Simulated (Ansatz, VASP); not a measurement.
## Ba: VASP beside Ansatz

INCAR

```
SYSTEM = Ba
PREC     = Accurate       ! precision mode
ENCUT    = 520            ! plane-wave cutoff, eV
EDIFF    = 1E-6           ! SCF threshold, eV
ISMEAR   = 0              ! smearing method
SIGMA    = 0.15           ! smearing width, eV
LREAL    = .False.        ! projectors in reciprocal space
LASPH    = .True.         ! aspherical terms in the spheres
NELM     = 100            ! most SCF steps
ALGO     = Fast           ! electronic algorithm
ISIF     = 2              ! what is computed and relaxed
LWAVE    = .False.        ! write WAVECAR
LCHARG   = .False.        ! write CHGCAR
GGA      = PS             ! functional
NBANDS   = 11             ! bands
```

KPOINTS

```
regular mesh
0
Gamma
  14 14 14
  0 0 0
```

File POSCAR:

```
Ba
1.0
    3.9712437203      0.4774809165      0.4774809165
    0.4774809165      3.9712437203      0.4774809165
    0.4774809165      0.4774809165      3.9712437203
Ba
1
Direct
    0.0000000000      0.0000000000      0.0000000000
```

Input for Ansatz:

```yaml
crystal:
  lattice:
    - [3.9712437203, 0.4774809165, 0.4774809165]
    - [0.4774809165, 3.9712437203, 0.4774809165]
    - [0.4774809165, 0.4774809165, 3.9712437203]
  atoms:
    - { symbol: Ba, position: [0.0, 0.0, 0.0] }
basis:
  ecutwfc: 420
kpoints:
  mp_grid: { grid: [14, 14, 14] }
hamiltonian:
  xc: pbesol
scf:
  occupations: { method: gaussian, width: 0.15 }
output:
  forces: true
  stress: true
  eigenvalues: true
```

Alike in both runs: task single point; functional PBEsol; k mesh 14 × 14 × 14; occupations gaussian, width 0.15 eV; no spin polarisation.

```csv
,VASP,Ansatz
version,VASP 6.6.1,Ansatz 0.2.0
potentials or method,"VASP PAW PBE potentials, release 64 (Ba_sv)","scalar-relativistic, plane waves, PAW"
plane-wave cutoff (eV),520,420
valence electrons in the cell,10,10
```

```csv
,VASP,Ansatz,Ansatz less VASP
gap on the k mesh at the Fermi level (eV),none,none,-
pressure (GPa),-0.1,-0.2,-0.09
largest component of the traceless stress (GPa),0.79,0.77,-0.018
```

A gap of «none» marks a metal or a gap that the smearing closes. With one functional, cell and mesh, what is left measures potentials, basis and numerics.

Caveats: the PAW data sets were made with another functional, which shifts forces and pressure a little (VASP). The runs have no spin-orbit coupling, so splittings on Ba are missing.
